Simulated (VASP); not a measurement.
# Pb (Fm-3m) in VASP: further runs

Aim: see how the results for Pb move with the level of theory and the settings. Levels: PBEsol, RPBE. Tasks: relaxation of cell and atoms, single point.

All numbers are computed with VASP 6.6.1; they aren't measurements. Logs are shortened: lines on timing, memory, paths and dates and some standing lists are left out, and cuts for length are marked.

### 1 Starting point

Symmetry: Fm-3m, No. 225, cubic system. Conventional cell: a = 4.950 Å, b = 4.950 Å, c = 4.950 Å, α = 90.00°, β = 90.00°, γ = 90.00°. Pb (site symmetry m-3m) is surrounded by 12 Pb at 3.50 Å.

### 2 Relaxation of cell and atoms, PBEsol

INCAR reads:

```
SYSTEM = Pb
PREC = Accurate
ENCUT = 600
EDIFF = 1E-7
ISMEAR = 0
SIGMA = 0.1
LREAL = .FALSE.
LASPH = .TRUE.
NELM = 80
ALGO = Normal
ISIF = 3
LWAVE = .FALSE.
LCHARG = .FALSE.
GGA = PS
IBRION = 2
NSW = 90
EDIFFG = -0.005
```

KPOINTS reads:

```
regular mesh
0
G
  6 6 6
  0 0 0
```

POSCAR reads:

```
Pb
1.0
    0.0000000000      2.4750200000      2.4750200000
    2.4750200000      0.0000000000      2.4750200000
    2.4750200000      2.4750200000      0.0000000000
Pb
1
Direct
    0.0000000000      0.0000000000      0.0000000000
```

Potentials or basis: VASP PAW PBE potentials, release 64 (Pb_d).

Run with:

```bash
$ cat potpaw_PBE.64/Pb_d/POTCAR > POTCAR
$ mpirun -np 1 vasp_std > vasp.out
```

OUTCAR:

```text
SYSTEM = Pb
   PREC = Accurate
   ENCUT = 600
   EDIFF = 1E-7
   ISMEAR = 0
   LREAL = .FALSE.
   LASPH = .TRUE.
   NELM = 80
   ISIF = 3
   GGA = PS
   IBRION = 2
   NSW = 90
   EDIFFG = -0.005

 ion  position               nearest neighbor table
   1  0.000  0.000  0.000-

  LATTYP: Found a face centered cubic cell.
 ALAT       =     4.9500400000

  Lattice vectors:

 A1 = (   0.0000000000,   2.4750200000,   2.4750200000)
 A2 = (   2.4750200000,   0.0000000000,   2.4750200000)
 A3 = (   2.4750200000,   2.4750200000,   0.0000000000)

Analysis of symmetry for initial positions (statically):
=====================================================================
 Subroutine PRICEL returns:
 Original cell was already a primitive cell.

 Routine SETGRP: Setting up the symmetry group for a
 face centered cubic supercell.

 Subroutine GETGRP returns: Found 48 space group operations
 (whereof 48 operations were pure point group operations)
 out of a pool of 48 trial point group operations.

The static configuration has the point symmetry O_h .

Analysis of symmetry for dynamics (positions and initial velocities):
=====================================================================
 Subroutine PRICEL returns:
 Original cell was already a primitive cell.

 Routine SETGRP: Setting up the symmetry group for a
 face centered cubic supercell.

 Subroutine GETGRP returns: Found 48 space group operations
 (whereof 48 operations were pure point group operations)
 out of a pool of 48 trial point group operations.

The dynamic configuration has the point symmetry O_h .

 Subroutine INISYM returns: Found 48 space group operations
 (whereof 48 operations are pure point group operations),
 and found     1 'primitive' translations

----------------------------------------------------------------------------------------

                                     Primitive cell

  volume of cell :      30.3226

  direct lattice vectors                    reciprocal lattice vectors
     0.000000000  2.475020000  2.475020000    -0.202018570  0.202018570  0.202018570
     2.475020000  0.000000000  2.475020000     0.202018570 -0.202018570  0.202018570
     2.475020000  2.475020000  0.000000000     0.202018570  0.202018570 -0.202018570

  length of vectors
     3.500206851  3.500206851  3.500206851     0.349906427  0.349906427  0.349906427

  position of ions in fractional coordinates (direct lattice)
     0.000000000  0.000000000  0.000000000

  ion indices of the primitive-cell ions
   primitive index   ion index
                 1           1

----------------------------------------------------------------------------------------

 KPOINTS: regular mesh

Automatic generation of k-mesh.
 Grid dimensions read from file:
 generate k-points for:    6    6    6

 Generating k-lattice:

  Cartesian coordinates                     Fractional coordinates (reciprocal lattice)
    -0.033669762  0.033669762  0.033669762     0.166666667  0.000000000  0.000000000
     0.033669762 -0.033669762  0.033669762     0.000000000  0.166666667  0.000000000
     0.033669762  0.033669762 -0.033669762     0.000000000  0.000000000  0.166666667

  Length of vectors
     0.058317738  0.058317738  0.058317738

  Shift w.r.t. Gamma in fractional coordinates (k-lattice)
     0.000000000  0.000000000  0.000000000

 Subroutine IBZKPT returns following result:
 ===========================================

 Found     16 irreducible k-points:

 Following reciprocal coordinates:
            Coordinates               Weight
  0.000000  0.000000  0.000000      1.000000
  0.166667  0.000000  0.000000      8.000000
  0.333333  0.000000  0.000000      8.000000
  0.500000  0.000000  0.000000      4.000000
  0.166667  0.166667  0.000000      6.000000
  0.333333  0.166667  0.000000     24.000000
[... 8 lines left out ...]
 -0.333333  0.333333  0.166667     24.000000
 -0.333333  0.500000  0.166667     12.000000
   k-points           NKPTS =     16   k-points in BZ     NKDIM =     16   number of bands    NBANDS=     11
[... 34 lines left out ...]
    total drift:                               -0.000000     -0.000000     -0.000000

  FREE ENERGIE OF THE ION-ELECTRON SYSTEM (eV)
  ---------------------------------------------------
  free  energy   TOTEN  =        -3.8989534260 eV

  energy  without entropy=       -3.8936206195  energy(sigma->0) =       -3.89628702
[... 15 lines left out ...]
 VOLUME and BASIS-vectors are now :
 -----------------------------------------------------------------------------
  energy-cutoff  :      600.00
  volume of cell :       30.66
      direct lattice vectors                 reciprocal lattice vectors
     0.000000000  2.484151632  2.484151632    -0.201275958  0.201275958  0.201275958
     2.484151632  0.000000000  2.484151632     0.201275958 -0.201275958  0.201275958
     2.484151632  2.484151632  0.000000000     0.201275958  0.201275958 -0.201275958

 POSITION                                       TOTAL-FORCE (eV/Angst)
 -----------------------------------------------------------------------------------
      4.96830      4.96830      4.96830         0.000000      0.000000     -0.000000
 -----------------------------------------------------------------------------------
    total drift:                                0.000000      0.000000      0.000000

  FREE ENERGIE OF THE ION-ELECTRON SYSTEM (eV)
  ---------------------------------------------------
  free  energy   TOTEN  =        -3.8992511621 eV

  energy  without entropy=       -3.8933412958  energy(sigma->0) =       -3.89629623

--------------------------------------- Ionic step        3  -------------------------------------------

 number of electron      14.0000000 magnetization

 Free energy of the ion-electron system (eV)
  ---------------------------------------------------
  ext. energy  EPLUGINS =         0.00000000
  ---------------------------------------------------
  free energy    TOTEN  =        -3.89927911 eV

  energy without entropy =       -3.89351187  energy(sigma->0) =       -3.89639549

 E-fermi :   7.1264     XC(G=0): -10.2927

 val. band max:        7.0069386189   @ k =  -0.3333   0.3333   0.1667
 cond. band min:       7.1923590021   @ k =   0.3333   0.1667   0.0000
 fundamental gap:      0.1854203832
 Fermi energy:         7.1263608380

 k-point     1 :       0.0000    0.0000    0.0000
  band No.  band energies     occupation
      1      -9.9501      2.00000
      2      -9.9501      2.00000
      3      -9.9501      2.00000
      4      -9.8155      2.00000
      5      -9.8155      2.00000
      6      -4.6941      2.00000
      7      14.3588      0.00000
      8      14.3588      0.00000
      9      14.3588      0.00000
     10      16.7739      0.00000
     11      18.2236      0.00000

 k-point     2 :       0.1667    0.0000    0.0000
  band No.  band energies     occupation
      1      -9.9523      2.00000
      2      -9.9213      2.00000
      3      -9.9213      2.00000
      4      -9.8097      2.00000
      5      -9.8097      2.00000
      6      -4.1634      2.00000
      7      10.2720      0.00000
      8      13.7974      0.00000
      9      13.7974      0.00000
     10      16.1550      0.00000
     11      19.5696      0.00000

 k-point     3 :       0.3333    0.0000    0.0000
  band No.  band energies     occupation
      1      -9.9670      2.00000
      2      -9.9259      2.00000
      3      -9.9259      2.00000
      4      -9.7334      2.00000
      5      -9.7334      2.00000
      6      -2.6224      2.00000
      7       5.4746      2.00000
      8      12.9201      0.00000
      9      12.9201      0.00000
     10      15.9026      0.00000
     11      17.5245      0.00000
[... 193 lines left out ...]
 VOLUME and BASIS-vectors are now :
 -----------------------------------------------------------------------------
  energy-cutoff  :      600.00
  volume of cell :       30.58
      direct lattice vectors                 reciprocal lattice vectors
     0.000000000  2.482071283  2.482071283    -0.201444658  0.201444658  0.201444658
     2.482071283  0.000000000  2.482071283     0.201444658 -0.201444658  0.201444658
     2.482071283  2.482071283  0.000000000     0.201444658  0.201444658 -0.201444658

 POSITION                                       TOTAL-FORCE (eV/Angst)
 -----------------------------------------------------------------------------------
      0.00000      0.00000      0.00000         0.000000      0.000000      0.000000
 -----------------------------------------------------------------------------------
    total drift:                               -0.000000     -0.000000     -0.000000

  FREE ENERGIE OF THE ION-ELECTRON SYSTEM (eV)
  ---------------------------------------------------
  free  energy   TOTEN  =        -3.8992791077 eV

  energy  without entropy=       -3.8935118661  energy(sigma->0) =       -3.89639549

 reached required accuracy - stopping structural energy minimisation
```

It used 14 s of CPU time on 1 thread of Intel(R) Xeon(R) Platinum 8488C (Sapphire Rapids), with other jobs on the host, which was overloaded at the time.

What came out:

```
Free energy                            : -3.8993 eV
Relaxed volume                         : 30.58 Å³/atom
Relaxed cell                           : a = 3.510 Å, b = 3.510 Å, c = 3.510 Å, α = 60.00°, β = 60.00°, γ = 60.00°
Space group after relaxing (to 0.05 Å) : Fm-3m (No. 225)
Energy gained by relaxing              : 0.3 meV/atom
Ionic steps                            : 3
Pressure after relaxing                : 0.0 GPa
Band gap on the k mesh                 : none (metal or under the smearing width)
```

Step by step:
```csv
step,energy change (eV),largest force (eV/Å),pressure (GPa),volume (Å³)
1,0.0000,0.0000,0.40,30.32
2,-0.0003,0.0000,-0.12,30.66
3,-0.0003,0.0000,0.00,30.58
```

Final structure:
```cif
data_structure
_symmetry_space_group_name_H-M 'P 1'
_symmetry_Int_Tables_number 1
_cell_length_a 3.5102
_cell_length_b 3.5102
_cell_length_c 3.5102
_cell_angle_alpha 60.000
_cell_angle_beta 60.000
_cell_angle_gamma 60.000
_cell_volume 30.58
loop_
_atom_site_label
_atom_site_type_symbol
_atom_site_fract_x
_atom_site_fract_y
_atom_site_fract_z
_atom_site_occupancy
Pb1 Pb 0.00000 0.00000 0.00000 1
```

Caveat: the k mesh is coarse (spacing up to 0.37 Å⁻¹), so the values aren't converged; the PAW data sets were made with another functional, which shifts forces and pressure a little. Spin-orbit coupling is left out, which matters for the levels of Pb.

### 3 Single point, PBEsol

INCAR reads:

```
SYSTEM = Pb
PREC     = Accurate       ! precision mode
ENCUT    = 520            ! plane-wave cutoff, eV
EDIFF    = 1E-6           ! SCF threshold, eV
ISMEAR   = 0              ! smearing method
SIGMA    = 0.1            ! smearing width, eV
LREAL    = .False.        ! projectors in reciprocal space
LASPH    = .True.         ! aspherical terms in the spheres
NELM     = 80             ! most SCF steps
ALGO     = Normal         ! electronic algorithm
ISIF     = 2              ! what is computed and relaxed
LWAVE    = .False.        ! write WAVECAR
LCHARG   = .False.        ! write CHGCAR
GGA      = PS             ! functional
```

KPOINTS reads:

```
Automatic mesh
0
Gamma
  14 14 14
  0 0 0
```

POSCAR is that of step 2.

Potentials or basis: VASP PAW PBE potentials, release 64 (Pb_d).

Run with:

```bash
$ cat potpaw_PBE.64/Pb_d/POTCAR > POTCAR
$ mpirun -np 1 vasp_std > vasp.out
```

It took 32 s on 1 thread of Intel Xeon Platinum 8488C (Sapphire Rapids), shared host; peak memory 0.17 GiB.

It converged, with:

```
Free energy            : -4.0033 eV
Pressure               : -0.5 GPa
Band gap on the k mesh : none (metal or under the smearing width)
```

Levels at points of the mesh, in eV from the Fermi level:
```
           k point  band 3  band 4  band 5  band 6  band 7  band 8  band 9  band 10  band 11
(0.00, 0.00, 0.00)  -17.01  -16.87  -16.87  -11.80    7.38    7.38    7.38     9.74    11.29
(0.50, 0.00, 0.00)  -17.00  -16.74  -16.74   -8.16   -4.25    5.54    5.54     9.20     9.43
(0.50, 0.50, 0.00)  -16.75  -16.70  -16.70   -6.75   -3.31    2.01    2.01     5.33     6.62
```

Caveat: the PAW data sets were made with another functional, which shifts forces and pressure a little.

### 4 Relaxation of cell and atoms, PBEsol

INCAR reads:

```
SYSTEM = Pb
PREC = Accurate
ENCUT = 580
EDIFF = 1E-7
ISMEAR = 0
SIGMA = 0.1
LREAL = .FALSE.
LASPH = .TRUE.
NELM = 80
ALGO = Normal
ISIF = 3
LWAVE = .FALSE.
LCHARG = .FALSE.
GGA = PS
IBRION = 2
NSW = 90
EDIFFG = -0.005
```

KPOINTS reads:

```
regular mesh
0
G
  14 14 14
  0 0 0
```

POSCAR is that of step 3.

Potentials or basis: VASP PAW PBE potentials, release 64 (Pb).

Run with:

```bash
$ cat potpaw_PBE.64/Pb/POTCAR > POTCAR
$ mpirun -np 1 vasp_std > vasp.out
```

Run time: 49 s. Hardware: 1 thread of Intel Xeon Platinum 8488C (Sapphire Rapids), shared host; peak memory 0.18 GiB.

The run converged. Its results:

```
Free energy                            : -4.0091 eV
Relaxed volume                         : 29.94 Å³/atom
Relaxed cell                           : a = 3.486 Å, b = 3.486 Å, c = 3.486 Å, α = 60.00°, β = 60.00°, γ = 60.00°
Space group after relaxing (to 0.05 Å) : Fm-3m (No. 225)
Energy gained by relaxing              : 0.7 meV/atom
Ionic steps                            : 3
Pressure after relaxing                : 0.0 GPa
Band gap on the k mesh                 : none (metal or under the smearing width)
```

Step by step:
```csv
step,energy change (eV),largest force (eV/Å),pressure (GPa),volume (Å³)
1,0.0000,0.0000,-0.60,30.32
2,-0.0007,0.0000,0.19,29.83
3,-0.0007,0.0000,0.01,29.94
```

Final structure:
```cif
data_structure
_symmetry_space_group_name_H-M 'P 1'
_symmetry_Int_Tables_number 1
_cell_length_a 3.4855
_cell_length_b 3.4855
_cell_length_c 3.4855
_cell_angle_alpha 60.000
_cell_angle_beta 60.000
_cell_angle_gamma 60.000
_cell_volume 29.94
loop_
_atom_site_label
_atom_site_type_symbol
_atom_site_fract_x
_atom_site_fract_y
_atom_site_fract_z
_atom_site_occupancy
Pb1 Pb 0.00000 0.00000 0.00000 1
```

Levels at points of the mesh, in eV from the Fermi level:
```tsv
k point	band 1	band 2	band 3	band 4	band 5	band 6
(0.00, 0.00, 0.00)	-11.87	7.51	7.51	7.51	9.76	11.38
(0.50, 0.00, 0.00)	-8.22	-4.33	5.63	5.63	9.21	9.31
(0.50, 0.50, 0.00)	-6.73	-3.38	2.02	2.02	5.34	6.56
```

Caveat: the PAW data sets were made with another functional, which shifts forces and pressure a little. The run has no spin-orbit coupling, so splittings on Pb are missing.

### 5 Relaxation of cell and atoms, PBEsol

INCAR: that of step 4 with these lines changed.

```diff
@@ -2,3 +2,3 @@
 PREC = Accurate
-ENCUT = 580
+ENCUT = 480
 EDIFF = 1E-7
```

KPOINTS is that of step 4.

POSCAR is that of step 4.

Potentials or basis: VASP PAW PBE potentials, release 64 (Pb_d).

Run with:

```bash
$ cat potpaw_PBE.64/Pb_d/POTCAR > POTCAR
$ mpirun -np 1 vasp_std > vasp.out
```

Run time: 78 s. Hardware: 1 thread of Intel Xeon Platinum 8488C (Sapphire Rapids), shared host; peak memory 0.18 GiB.

Results (log left out):

* Free energy: -4.0038 eV
* Relaxed volume: 30.01 Å³/atom
* Relaxed cell: a = 3.488 Å, b = 3.488 Å, c = 3.488 Å, α = 60.00°, β = 60.00°, γ = 60.00°
* Space group after relaxing (to 0.05 Å): Fm-3m (No. 225)
* Energy gained by relaxing: 0.5 meV/atom
* Ionic steps: 3
* Pressure after relaxing: 0.0 GPa
* Band gap on the k mesh: none (metal or under the smearing width)

The path:
```csv
step,energy change (eV),largest force (eV/Å),pressure (GPa),volume (Å³)
1,0.0000,0.0000,-0.48,30.32
2,-0.0004,0.0000,0.14,29.93
3,-0.0005,0.0000,0.00,30.01
```

Final structure:
```
Pb
1.0
     0.00000    2.46654    2.46654
     2.46654    0.00000    2.46654
     2.46654    2.46654    0.00000
Pb
1
Direct
  0.00000 0.00000 0.00000
```

Levels at points of the mesh, in eV from the Fermi level:
```
           k point  band 5  band 6  band 7  band 8  band 9  band 10
(0.00, 0.00, 0.00)  -16.88  -11.87    7.46    7.46    7.46     9.74
(0.50, 0.00, 0.00)  -16.74   -8.18   -4.31    5.60    5.60     9.20
(0.50, 0.50, 0.00)  -16.71   -6.74   -3.36    2.02    2.02     5.36
```

Caveat: the PAW data sets were made with another functional, which shifts forces and pressure a little.

### 6 Relaxation of cell and atoms, RPBE

INCAR: that of step 5 with these lines changed.

```diff
@@ -2,3 +2,3 @@
 PREC = Accurate
-ENCUT = 480
+ENCUT = 600
 EDIFF = 1E-7
@@ -13,3 +13,3 @@
 LCHARG = .FALSE.
-GGA = PS
+GGA = RP
 IBRION = 2
```

KPOINTS is that of step 5.

POSCAR is that of step 5.

Potentials or basis: VASP PAW PBE potentials, release 64 (Pb_d).

Run with:

```bash
$ cat potpaw_PBE.64/Pb_d/POTCAR > POTCAR
$ mpirun -np 1 vasp_std > vasp.out
```

It took 99 s on 1 thread of Intel Xeon Platinum 8488C (Sapphire Rapids), shared host; peak memory 0.19 GiB.

Results (log left out):

```
Free energy                            : -3.1854 eV
Relaxed volume                         : 33.27 Å³/atom
Relaxed cell                           : a = 3.610 Å, b = 3.610 Å, c = 3.610 Å, α = 60.00°, β = 60.00°, γ = 60.00°
Space group after relaxing (to 0.05 Å) : Fm-3m (No. 225)
Energy gained by relaxing              : 34.2 meV/atom
Ionic steps                            : 3
Pressure after relaxing                : 0.0 GPa
Band gap on the k mesh                 : none (metal or under the smearing width)
```

Step by step:
```
step  energy change (eV)  largest force (eV/Å)  pressure (GPa)  volume (Å³)
   1              0.0000                0.0000            4.06        30.32
   2             -0.0333                0.0000           -0.53        33.82
   3             -0.0342                0.0000            0.01        33.27
```

Final structure:
```xyz
1
Lattice="0.0000 2.5527 2.5527 2.5527 0.0000 2.5527 2.5527 2.5527 0.0000" Properties=species:S:1:pos:R:3 pbc="T T T"
Pb    0.0000    0.0000    0.0000
```

Levels at points of the mesh, in eV from the Fermi level:
| k point | band 5 | band 6 | band 7 | band 8 | band 9 | band 10 |
| --- | --- | --- | --- | --- | --- | --- |
| (0.00, 0.00, 0.00) | -16.98 | -11.15 | 6.73 | 6.73 | 6.73 | 9.65 |
| (0.50, 0.00, 0.00) | -16.88 | -8.04 | -3.76 | 5.11 | 5.11 | 8.65 |
| (0.50, 0.50, 0.00) | -16.86 | -6.84 | -2.91 | 1.96 | 1.96 | 5.10 |

Caveat: the PAW data sets were made with another functional, which shifts forces and pressure a little. The run has no spin-orbit coupling, so splittings on Pb are missing.

### 7 Overview

| task | level | potentials or basis | cell | k mesh | cutoff (eV) | mesh quality | gap on the mesh (eV) | pressure (GPa) | relaxed volume (Å³/atom) |
| --- | --- | --- | --- | --- | --- | --- | --- | --- | --- |
| relaxation of cell and atoms | PBEsol | VASP PAW PBE potentials, release 64 (Pb_d) | relaxed | 6 × 6 × 6 | 600 | coarse | none | 0.0 | 30.58 |
| single point | PBEsol | VASP PAW PBE potentials, release 64 (Pb_d) | as given | 14 × 14 × 14 | 520 | not flagged | none | -0.5 | - |
| relaxation of cell and atoms | PBEsol | VASP PAW PBE potentials, release 64 (Pb) | relaxed | 14 × 14 × 14 | 580 | not flagged | none | 0.0 | 29.94 |
| relaxation of cell and atoms | PBEsol | VASP PAW PBE potentials, release 64 (Pb_d) | relaxed | 14 × 14 × 14 | 480 | not flagged | none | 0.0 | 30.01 |
| relaxation of cell and atoms | RPBE | VASP PAW PBE potentials, release 64 (Pb_d) | relaxed | 14 × 14 × 14 | 600 | not flagged | none | 0.0 | 33.27 |

Alike in all rows: no spin polarisation; smearing gaussian 0.1 eV.

Caveats: some runs use coarse meshes; the PAW data sets were made with another functional, which shifts forces and pressure a little.

Total energies depend on the potentials used, so only differences within one code and one set of settings carry meaning.
